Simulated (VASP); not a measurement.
# KBr (Pm-3m) in VASP: notebook

One crystal, KBr, is run at these levels: LDA; tasks: single point.

Everything below comes from runs of VASP 6.6.1. Logs are shortened: lines on timing, memory, paths and dates and some standing lists are left out, and cuts for length are marked.

## 1. The cell of the first run

Symmetry: Pm-3m, No. 221, cubic system. The conventional cell has a = 4.043 Å, b = 4.043 Å, c = 4.043 Å, α = 90.00°, β = 90.00°, γ = 90.00°. Around K (site symmetry m-3m) lie 8 Br at 3.50 Å. Br (site symmetry m-3m) is surrounded by 8 K at 3.50 Å.

Measurements of this composition are mostly on another form, of space group No. 225.

## 2. Single point, LDA (atom 1 (K) and its images move by one cell vector a)

Input file INCAR:

```
SYSTEM = KBr
ALGO = Fast ; EDIFF = 1E-6
ENCUT = 520 ; GGA = CA
ISIF = 2 ; ISMEAR = -1
LASPH = .True. ; LCHARG = .False.
LREAL = .False. ; LWAVE = .False.
NBANDS = 15 ; NELM = 100
PREC = Accurate ; SIGMA = 0.02
```

Input file KPOINTS:

```
k-points
0
Gamma
  6 6 6
  0 0 0
```

Input file POSCAR:

```
KBr
1.0
    4.0434990000      0.0000000000      0.0000000000
    0.0000000000      4.0434990000      0.0000000000
    0.0000000000      0.0000000000      4.0434990000
K Br
1 1
Direct
    1.0000000000      0.0000000000      0.0000000000
    0.4999998763      0.4999998763      0.4999998763
```

Potentials or basis: VASP PAW LDA potentials, release 64 (K_sv, Br).

On the command line:

```
> cat potpaw_LDA.64/K_sv/POTCAR potpaw_LDA.64/Br/POTCAR > POTCAR
> mpirun -np 1 vasp_std > vasp.out
```

OUTCAR:

```text
SYSTEM = KBr
   EDIFF = 1E-6
   ENCUT = 520
   GGA = CA
   ISIF = 2
   ISMEAR = -1
   LASPH = .True.
   LREAL = .False.
   NELM = 100
   PREC = Accurate

 ion  position               nearest neighbor table
   1  0.000  0.000  0.000-
   2  0.500  0.500  0.500-

  LATTYP: Found a simple cubic cell.
 ALAT       =     4.0434990000

  Lattice vectors:

 A1 = (   4.0434990000,   0.0000000000,   0.0000000000)
 A2 = (   0.0000000000,   4.0434990000,   0.0000000000)
 A3 = (   0.0000000000,   0.0000000000,   4.0434990000)

Analysis of symmetry for initial positions (statically):
=====================================================================
 Subroutine PRICEL returns:
 Original cell was already a primitive cell.

 Routine SETGRP: Setting up the symmetry group for a
 simple cubic supercell.

 Subroutine GETGRP returns: Found 48 space group operations
 (whereof 48 operations were pure point group operations)
 out of a pool of 48 trial point group operations.

The static configuration has the point symmetry O_h .

Analysis of symmetry for dynamics (positions and initial velocities):
=====================================================================
 Subroutine PRICEL returns:
 Original cell was already a primitive cell.

 Routine SETGRP: Setting up the symmetry group for a
 simple cubic supercell.

 Subroutine GETGRP returns: Found 48 space group operations
 (whereof 48 operations were pure point group operations)
 out of a pool of 48 trial point group operations.

The dynamic configuration has the point symmetry O_h .

 Subroutine INISYM returns: Found 48 space group operations
 (whereof 48 operations are pure point group operations),
 and found     1 'primitive' translations

----------------------------------------------------------------------------------------

                                     Primitive cell

  volume of cell :      66.1107

  direct lattice vectors                    reciprocal lattice vectors
     4.043499000  0.000000000  0.000000000     0.247310559  0.000000000  0.000000000
     0.000000000  4.043499000  0.000000000     0.000000000  0.247310559  0.000000000
     0.000000000  0.000000000  4.043499000     0.000000000  0.000000000  0.247310559

  length of vectors
     4.043499000  4.043499000  4.043499000     0.247310559  0.247310559  0.247310559

  position of ions in fractional coordinates (direct lattice)
     0.000000000  0.000000000  0.000000000
     0.499999876  0.499999876  0.499999876

  ion indices of the primitive-cell ions
   primitive index   ion index
                 1           1
                 2           2

----------------------------------------------------------------------------------------

 KPOINTS: k-points

Automatic generation of k-mesh.
 Grid dimensions read from file:
 generate k-points for:    6    6    6

 Generating k-lattice:

  Cartesian coordinates                     Fractional coordinates (reciprocal lattice)
     0.041218427  0.000000000  0.000000000     0.166666667  0.000000000  0.000000000
     0.000000000  0.041218427  0.000000000     0.000000000  0.166666667  0.000000000
     0.000000000  0.000000000  0.041218427     0.000000000  0.000000000  0.166666667

  Length of vectors
     0.041218427  0.041218427  0.041218427

  Shift w.r.t. Gamma in fractional coordinates (k-lattice)
     0.000000000  0.000000000  0.000000000

 Subroutine IBZKPT returns following result:
 ===========================================

 Found     20 irreducible k-points:

 Following reciprocal coordinates:
            Coordinates               Weight
  0.000000  0.000000  0.000000      1.000000
  0.166667  0.000000  0.000000      6.000000
  0.333333  0.000000  0.000000      6.000000
  0.500000  0.000000  0.000000      3.000000
  0.166667  0.166667  0.000000     12.000000
  0.333333  0.166667  0.000000     24.000000
[... 12 lines left out ...]
  0.500000  0.500000  0.333333      6.000000
  0.500000  0.500000  0.500000      1.000000
   k-points           NKPTS =     20   k-points in BZ     NKDIM =     20   number of bands    NBANDS=     15
   number of dos      NEDOS =    301   number of ions     NIONS =      2
   total plane-waves  NPLWV =  27000
   dimension x,y,z NGX =    30 NGY =   30 NGZ =   30
   dimension x,y,z NGXF=    60 NGYF=   60 NGZF=   60
   ions per type =               1   1
   NGX,Y,Z   is equivalent  to a cutoff of  12.33, 12.33, 12.33 a.u.
   NGXF,Y,Z  is equivalent  to a cutoff of  24.67, 24.67, 24.67 a.u.
 SYSTEM =  KBr
   PREC   = accura    normal or accurate (medium, high low for compatibility)
   ISTART =      0    job   : 0-new  1-cont  2-samecut
   ICHARG =      2    charge: 1-file 2-atom 10-const
   ISPIN  =      1    spin polarized calculation?
   LNONCOLLINEAR =      F non collinear calculations
   LSORBIT =      F    spin-orbit coupling
   LASPH  =      T    aspherical Exc in radial PAW
   ENCUT  =  520.0 eV  38.22 Ry    6.18 a.u.   7.52  7.52  7.52*2*pi/ulx,y,z
   NELM   =    100;   NELMIN=  2; NELMDL= -5     # of ELM steps
   EDIFF  = 0.1E-05   stopping-criterion for ELM
[... 8 lines left out ...]
   TEBEG  =    0.0;   TEEND  =   0.0 temperature during run
   PSTRESS=    0.0 pullay stress
   NELECT =      16.0000    total number of electrons
   NUPDOWN=      -1.0000    fix difference up-down
   EMIN   =  10.00;   EMAX   =-10.00  energy-range for DOS
   EFERMI =   0.00;   METHOD = LEGACY
   ISMEAR =    -1;   SIGMA  =   0.02  broadening in eV -4-tet -1-fermi 0-gaus
   EFERMI_NEDOS =   21; number of points for ismear=-14 and -15
   IALGO  =     68    algorithm
   IMIX   =      4    mixing-type and parameters
     AMIX     =   0.40;   BMIX     =  1.00
     AMIX_MAG =   1.60;   BMIX_MAG =  1.00
  volume/ion in A,a.u.               =      33.06       223.07
  Fermi-wavevector in a.u.,A,eV,Ry     =   1.020213  1.927923 14.161412  1.040834
  Thomas-Fermi vector in A             =   2.153770
   LORBIT       =      0    0 simple, 1 ext, 2 COOP (PROOUT), +10 PAW based schemes
   GGA     = CA    functional components
   LHFCALC =     F    Hartree Fock is set to
   AEXX    =    0.0000 exact exchange contribution
   IVDW    =     0    specifies the selected vdW correction
   LEPSILON=     F    determine dielectric tensor
   LRPA    =     F    only Hartree local field effects (RPA)
 non-spin polarized calculation
 RMM-DIIS sequential band-by-band and
  energy-cutoff  :      520.00
  volume of cell :       66.11
 maximum number of plane-waves:      1800
   NGX = 15   NGY = 15   NGZ = 15

 number of electron      15.9999999 magnetization

 Free energy of the ion-electron system (eV)
  ---------------------------------------------------
  ext. energy  EPLUGINS =         0.00000000
  ---------------------------------------------------
  free energy    TOTEN  =        -6.68452646 eV

  energy without entropy =       -6.68452646  energy(sigma->0) =       -6.68452646

 E-fermi :  -0.4835     XC(G=0):  -8.3171

 val. band max:       -0.9270848394   @ k =   0.5000   0.5000   0.0000
 cond. band min:       2.5544123364   @ k =   0.0000   0.0000   0.0000
 fundamental gap:      3.4814971758
 Fermi energy:        -0.4834525394

 k-point     1 :       0.0000    0.0000    0.0000
  band No.  band energies     occupation
      1     -29.2012      2.00000
      2     -13.7376      2.00000
      3     -12.8589      2.00000
      4     -12.8589      2.00000
      5     -12.8589      2.00000
      6      -1.1961      2.00000
      7      -1.1961      2.00000
      8      -1.1961      2.00000
      9       2.5544      0.00000
     10       4.6528      0.00000
     11       4.6528      0.00000
     12       8.5815      0.00000
     13       8.5815      0.00000
     14       8.5815      0.00000
     15      11.2903      0.00000

 k-point     2 :       0.1667    0.0000    0.0000
  band No.  band energies     occupation
      1     -29.1985      2.00000
      2     -13.7729      2.00000
      3     -12.8537      2.00000
      4     -12.8537      2.00000
      5     -12.8207      2.00000
      6      -1.7710      2.00000
      7      -1.1896      2.00000
      8      -1.1896      2.00000
      9       3.1973      0.00000
     10       4.8639      0.00000
     11       5.2134      0.00000
     12       8.4904      0.00000
     13       8.4904      0.00000
     14       8.6951      0.00000
     15      10.2859      0.00000

 k-point     3 :       0.3333    0.0000    0.0000
  band No.  band energies     occupation
      1     -29.1929      2.00000
      2     -13.8425      2.00000
      3     -12.8433      2.00000
      4     -12.8433      2.00000
      5     -12.7415      2.00000
      6      -2.6099      2.00000
      7      -1.1772      2.00000
      8      -1.1772      2.00000
      9       4.3920      0.00000
     10       5.4486      0.00000
     11       6.2401      0.00000
     12       8.4445      0.00000
     13       8.4445      0.00000
     14       8.6835      0.00000
     15       8.9564      0.00000

 k-point     4 :       0.5000    0.0000    0.0000
  band No.  band energies     occupation
      1     -29.1902      2.00000
      2     -13.8769      2.00000
      3     -12.8380      2.00000
      4     -12.8380      2.00000
      5     -12.7004      2.00000
      6      -2.9508      2.00000
      7      -1.1714      2.00000
      8      -1.1714      2.00000
      9       5.2227      0.00000
     10       5.9670      0.00000
     11       6.4280      0.00000
     12       7.7810      0.00000
     13       8.5470      0.00000
     14       8.5471      0.00000
     15       9.6903      0.00000
[... 235 lines left out ...]
 k-point    18 :       0.5000    0.3333    0.3333
  band No.  band energies     occupation
      1     -29.1749      2.00000
      2     -13.4654      2.00000
      3     -12.9540      2.00000
      4     -12.9503      2.00000
      5     -12.9422      2.00000
      6      -2.4127      2.00000
      7      -2.1309      2.00000
      8      -2.0512      2.00000
      9       5.4344      0.00000
     10       6.0258      0.00000
     11       6.4549      0.00000
     12       7.5193      0.00000
     13       8.0739      0.00000
     14       8.2971      0.00000
     15      10.1100      0.00000

 k-point    19 :       0.5000    0.5000    0.3333
  band No.  band energies     occupation
      1     -29.1724      2.00000
      2     -13.3992      2.00000
      3     -12.9854      2.00000
      4     -12.9854      2.00000
      5     -12.9385      2.00000
      6      -2.3803      2.00000
      7      -2.3803      2.00000
      8      -2.0886      2.00000
      9       5.4129      0.00000
     10       6.3259      0.00000
     11       6.3259      0.00000
     12       7.5667      0.00000
     13       8.4459      0.00000
     14       8.4459      0.00000
     15      10.1001      0.00000

 k-point    20 :       0.5000    0.5000    0.5000
  band No.  band energies     occupation
      1     -29.1699      2.00000
      2     -13.3673      2.00000
      3     -12.9765      2.00000
      4     -12.9765      2.00000
      5     -12.9765      2.00000
      6      -2.3911      2.00000
      7      -2.3911      2.00000
      8      -2.3911      2.00000
      9       6.1779      0.00000
     10       6.1779      0.00000
     11       6.1779      0.00000
     12       8.2661      0.00000
     13       8.2661      0.00000
     14       8.2661      0.00000
     15      10.1285      0.00000

------------------------ aborting loop because EDIFF is reached ----------------------------------------

  FORCE on cell =-STRESS in cart. coord.  units (eV):
  Direction    XX          YY          ZZ          XY          YZ          ZX
  --------------------------------------------------------------------------------------
  -------------------------------------------------------------------------------------
  Total       -1.0757897     -1.0757897     -1.0757897     -0.0000000     -0.0000000      0.0000000
  in kB      -26.0714951    -26.0714951    -26.0714951     -0.0000000     -0.0000000      0.0000000
  external PRESSURE =     -26.0714951 kB  Pullay stress =       0.0000000 kB

 VOLUME and BASIS-vectors are now :
 -----------------------------------------------------------------------------
  energy-cutoff  :      520.00
  volume of cell :       66.11
      direct lattice vectors                 reciprocal lattice vectors
     4.043499000  0.000000000  0.000000000     0.247310559  0.000000000  0.000000000
     0.000000000  4.043499000  0.000000000     0.000000000  0.247310559  0.000000000
     0.000000000  0.000000000  4.043499000     0.000000000  0.000000000  0.247310559

 POSITION                                       TOTAL-FORCE (eV/Angst)
 -----------------------------------------------------------------------------------
      0.00000      0.00000      0.00000         0.000000      0.000000      0.000000
      2.02175      2.02175      2.02175         0.000000      0.000000      0.000000
 -----------------------------------------------------------------------------------
    total drift:                                0.000336      0.000336      0.000336

  FREE ENERGIE OF THE ION-ELECTRON SYSTEM (eV)
  ---------------------------------------------------
  free  energy   TOTEN  =        -6.6845264566 eV

  energy  without entropy=       -6.6845264566  energy(sigma->0) =       -6.68452646
```

Run time: 11 s. Hardware: 1 thread of Intel Xeon Platinum 8488C (Sapphire Rapids), shared host; peak memory 0.15 GiB.

Results:

```
Free energy            : -6.6845 eV
Pressure               : -2.6 GPa
Band gap on the k mesh : 3.48 eV, indirect (least direct gap 3.75 eV)
```

A k mesh can miss the band edges.

## 3. Single point, LDA (atom 1 (K) and its images move by one cell vector a)

Input file INCAR:

```
SYSTEM = KBr
ALGO = Fast
EDIFF = 1E-6
ENCUT = 520
GGA = CA
ISIF = 2
ISMEAR = -1
LASPH = .True.
LCHARG = .True.
LELF = .True.
LREAL = .False.
LVHAR = .True.
LWAVE = .False.
NBANDS = 15
NELM = 100
PREC = Accurate
SIGMA = 0.02
```

KPOINTS is that of step 2.

Changes to POSCAR since step 2:

```diff
@@ -8,3 +8,3 @@
 Direct
-    1.0000000000      0.0000000000      0.0000000000
+    0.4999998763      0.0000000000      0.0000000000
     0.4999998763      0.4999998763      0.4999998763
```

Potentials or basis: VASP PAW LDA potentials, release 64 (K_sv, Br).

On the command line:

```
> cat potpaw_LDA.64/K_sv/POTCAR potpaw_LDA.64/Br/POTCAR > POTCAR
> mpirun -np 1 vasp_std > vasp.out
```

It took 16 s on 1 thread of Intel Xeon 6975P-C (Granite Rapids), shared host; peak memory 0.16 GiB.

The run converged. Its results:

```
Free energy            : -6.1121 eV
Pressure               : 6.0 GPa
Band gap on the k mesh : 3.32 eV, indirect (least direct gap 3.57 eV)
```

Stress tensor (GPa, compression positive):
```
0.79 0.00 0.00
0.00 8.63 0.00
0.00 0.00 8.63
```

Levels at points of the mesh, in eV from the valence-band top:
```tsv
k point	band 5	band 6	band 7	band 8	band 9	band 10	band 11	band 12
(0.00, 0.00, 0.00)	-11.53	-0.32	-0.32	-0.24	3.32	5.01	7.87	8.37
(0.50, 0.00, 0.00)	-11.51	-1.71	-0.18	-0.18	5.55	6.98	7.34	7.74
(0.00, 0.50, 0.00)	-10.72	-2.19	-1.02	-0.26	5.46	6.07	9.43	9.59
(0.50, 0.50, 0.00)	-10.68	-1.89	-1.61	-0.89	5.46	7.50	8.85	9.10
(0.00, 0.50, 0.50)	-11.49	-1.07	-1.07	0.00	5.90	7.94	7.94	8.70
(0.50, 0.50, 0.50)	-11.64	-1.18	-0.83	-0.83	4.98	4.98	8.75	9.28
```

A k mesh can miss the band edges.

## 4. Single point, LDA (atom 1 (K) and its images move by one cell vector a)

Input file INCAR:

```
PREC = Accurate ; ENCUT = 520
EDIFF = 1E-7 ; ISMEAR = -1
SIGMA = 0.02 ; LREAL = F
LASPH = T ; NELM = 100
ALGO = Fast ; ISIF = 2
LWAVE = F ; LCHARG = F
GGA = CA ; NBANDS = 15
```

Input file KPOINTS:

```
regular mesh
0
Gamma
  6 6 6
```

Changes to POSCAR since step 3:

```diff
@@ -8,3 +8,3 @@
 Direct
-    0.4999998763      0.0000000000      0.0000000000
+    0.6666666667      0.0000000000      0.0000000000
     0.4999998763      0.4999998763      0.4999998763
```

On the command line:

```
> cat potpaw_LDA.64/K_sv/POTCAR potpaw_LDA.64/Br/POTCAR > POTCAR
> mpirun -np 1 vasp_std > vasp.out
```

It took 21 s on 1 thread of Intel Xeon 6975P-C (Granite Rapids), shared host; peak memory 0.16 GiB.

It converged, with:

| Property | Result |
| --- | --- |
| Free energy | -6.3218 eV |
| Pressure | 3.5 GPa |
| Largest force | 0.497 eV/Å |
| Band gap on the k mesh | 3.51 eV, indirect (least direct gap 3.84 eV) |

Forces on the atoms (eV/Å):
```
K    0.497  0.000  0.000
Br  -0.497  0.000  0.000
```

Stress tensor (GPa, compression positive):
```
0.79 0.00 0.00
0.00 4.86 0.00
0.00 0.00 4.86
```

Levels at points of the mesh, in eV from the valence-band top:
```
           k point  band 5  band 6  band 7  band 8  band 9  band 10  band 11  band 12
(0.00, 0.00, 0.00)  -11.50   -0.34   -0.33   -0.33    3.51     5.22     8.49     8.75
(0.50, 0.00, 0.00)  -11.53   -1.78   -0.22   -0.22    5.85     6.76     7.59     8.24
(0.00, 0.50, 0.00)  -10.95   -2.06   -0.76   -0.08    5.68     5.99     8.07     8.50
(0.50, 0.50, 0.00)  -10.96   -1.69   -1.44   -0.61    5.30     6.95     8.48     9.37
(0.00, 0.50, 0.50)  -11.54   -1.23   -1.23   -0.01    5.67     8.13     8.13     8.20
(0.50, 0.50, 0.50)  -11.69   -1.22   -1.08   -1.08    5.63     5.63     8.16    10.06
```

(Part 1 of 2 ends here.)
